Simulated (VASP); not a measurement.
# InSb in VASP 6.6.1, single-point calculation

INCAR

```
IBRION = -1
NBANDS = 49
PREC = Accurate
NELM = 120
EDIFF = 1E-7
LCHARG = .FALSE.
ISMEAR = -1
GGA = PE
NSW = 0
ISIF = 2
SIGMA = 0.02
LWAVE = .FALSE.
LREAL = .FALSE.
LASPH = .TRUE.
ENCUT = 520
```

KPOINTS

```
KPOINTS created by Atomic Simulation Environment
0
Gamma
6 6 6
0 0 0
```

POSCAR

```
In Sb
 1.0000000000000000
     0.0000000000000000    3.4106935381999999    3.1350086261999999
     3.4106935381999999    0.0000000000000000    3.1350086261999999
     3.4106935381999999    3.4106935381999999    0.0000000000000000
 In  Sb
   1   1
Cartesian
  0.0000000000000000  0.0000000000000000  0.0000000000000000
  1.7053467690999999  1.7053467690999999  1.5675043130999995
```

The recommended PBE PAW datasets give the neutral cell 18 valence electrons.

Command

```
mpirun -np 1 vasp_std
```

OSZICAR

```
N       E                     dE             d eps       ncg     rms          rms(c)
DAV:   1     0.168706473440E+03    0.16871E+03   -0.53594E+03  3318   0.359E+02
DAV:   2     0.191116414497E+02   -0.14959E+03   -0.12842E+03  3052   0.159E+02
DAV:   3    -0.601706302804E+01   -0.25129E+02   -0.24513E+02  3434   0.452E+01
DAV:   4    -0.699014791244E+01   -0.97308E+00   -0.97159E+00  3568   0.896E+00
DAV:   5    -0.700903357731E+01   -0.18886E-01   -0.18882E-01  4176   0.132E+00    0.375E+00
DAV:   6    -0.691693114491E+01    0.92102E-01   -0.59388E-02  4360   0.180E+00    0.214E+00
DAV:   7    -0.690590397833E+01    0.11027E-01   -0.29332E-02  4392   0.711E-01    0.555E-01
DAV:   8    -0.690719090131E+01   -0.12869E-02   -0.46051E-03  3888   0.306E-01    0.187E-01
DAV:   9    -0.690764326686E+01   -0.45237E-03   -0.39715E-04  3536   0.555E-02    0.949E-02
DAV:  10    -0.690790418540E+01   -0.26092E-03   -0.11715E-04  3512   0.466E-02    0.242E-02
DAV:  11    -0.690793934958E+01   -0.35164E-04   -0.20215E-05  3544   0.162E-02    0.101E-02
DAV:  12    -0.690794387527E+01   -0.45257E-05   -0.31584E-06  3520   0.570E-03    0.795E-03
DAV:  13    -0.690794460338E+01   -0.72811E-06   -0.66019E-07  3528   0.194E-03    0.214E-03
DAV:  14    -0.690794442861E+01    0.17477E-06   -0.43967E-08  4176   0.843E-04    0.110E-03
DAV:  15    -0.690794446557E+01   -0.36965E-07   -0.28661E-09  2392   0.132E-04
   1 F= -.69079445E+01 E0= -.69079438E+01  d E =-.133883E-05
```

From OUTCAR

```
k-points           NKPTS =     30   k-points in BZ     NKDIM =     30   number of bands    NBANDS=     49

   NELECT =      18.0000    total number of electrons

   dimension x,y,z NGX =    36 NGY =   36 NGZ =   36
   dimension x,y,z NGXF=    72 NGYF=   72 NGZF=   72

  energy-cutoff  :      520.00
  volume of cell :       72.94
      direct lattice vectors                 reciprocal lattice vectors
     0.000000000  3.410693538  3.135008626    -0.146597750  0.146597750  0.159489194
     3.410693538  0.000000000  3.135008626     0.146597750 -0.146597750  0.159489194
     3.410693538  3.410693538  0.000000000     0.146597750  0.146597750 -0.159489194

 k-points in reciprocal lattice and weights: KPOINTS created by Atomic Simulation Env
   0.00000000  0.00000000  0.00000000       0.005
   0.16666667  0.00000000  0.00000000       0.037
   0.33333333  0.00000000  0.00000000       0.037
   0.50000000 -0.00000000  0.00000000       0.019
   0.16666667  0.16666667  0.00000000       0.009
   0.33333333  0.16666667  0.00000000       0.037
   0.50000000  0.16666667  0.00000000       0.037
  -0.33333333  0.16666667  0.00000000       0.037
   ...

 E-fermi :   4.4662

 k-point     1 :       0.0000    0.0000    0.0000
  band No.  band energies     occupation
      1     -10.0862      2.00000
      2     -10.0862      2.00000
      3     -10.0688      2.00000
      4     -10.0240      2.00000
      5     -10.0072      2.00000
      6      -5.8807      2.00000
      7       3.7755      2.00000
      8       4.2795      1.99982
      9       4.2795      1.99982
     10       4.6248      0.00072
     11       7.2678      0.00000
     12       7.4564      0.00000
     13       7.4564      0.00000
     14      10.0724      0.00000
     15      11.9601      0.00000
     16      12.7492      0.00000
     17      12.7492      0.00000
     18      12.8801      0.00000
     19      14.2213      0.00000
     20      15.9503      0.00000
     21      21.6109      0.00000
     22      21.6109      0.00000
     23      21.9218      0.00000
     24      23.1298      0.00000
     25      23.2059      0.00000
     26      23.2059      0.00000
     27      23.6289      0.00000
     28      24.5127      0.00000
     29      24.5595      0.00000
     30      24.5595      0.00000
     31      25.1823      0.00000
     32      29.3858      0.00000
     33      29.8113      0.00000
     34      30.1501      0.00000
     35      30.3835      0.00000
     36      30.7773      0.00000
     37      30.7773      0.00000
     38      31.3478      0.00000
     39      31.5857      0.00000
     40      31.6218      0.00000
     41      31.7479      0.00000
     42      31.7479      0.00000
     43      32.1384      0.00000
     44      32.1384      0.00000
     45      33.8617      0.00000
     46      33.9151      0.00000
     47      33.9151      0.00000
     48      34.3804      0.00000
     49      34.9844      0.00000

 ...

  Total       -0.2828952     -0.2828952      0.5651122      0.0000000      0.0000000      0.0000000
  in kB       -6.2141534     -6.2141534     12.4134099      0.0000000      0.0000000      0.0000000
  external PRESSURE =      -0.0049656 kB  Pullay stress =       0.0000000 kB

 POSITION                                       TOTAL-FORCE (eV/Angst)
 -----------------------------------------------------------------------------------
      0.00000      0.00000      0.00000        -0.000000      0.000000     -0.000000
      1.70535      1.70535      1.56750         0.000000     -0.000000      0.000000
 -----------------------------------------------------------------------------------
    total drift:                                0.000000      0.000000     -0.000001

  FREE ENERGIE OF THE ION-ELECTRON SYSTEM (eV)
  ---------------------------------------------------
  free  energy   TOTEN  =        -6.9079444656 eV

  energy  without entropy=       -6.9079431267  energy(sigma->0) =       -6.90794380
```

It converged. Results: gap between bands v and c on the k mesh 0.35 eV; least direct gap on the k mesh 0.35 eV; pressure 0.0 GPa. Band v is the last that the valence electrons fill when counted band by band, and c is the next.

For comparison, a separate PBE run of the intended cell, on usual settings and not on those above, gives a gap of 0.35 eV on its mesh and a pressure of 0.0 GPa.

The run above took about 1.9 min on one core of a shared host (Intel Xeon Platinum 8488C) and held 0.24 GiB at most.
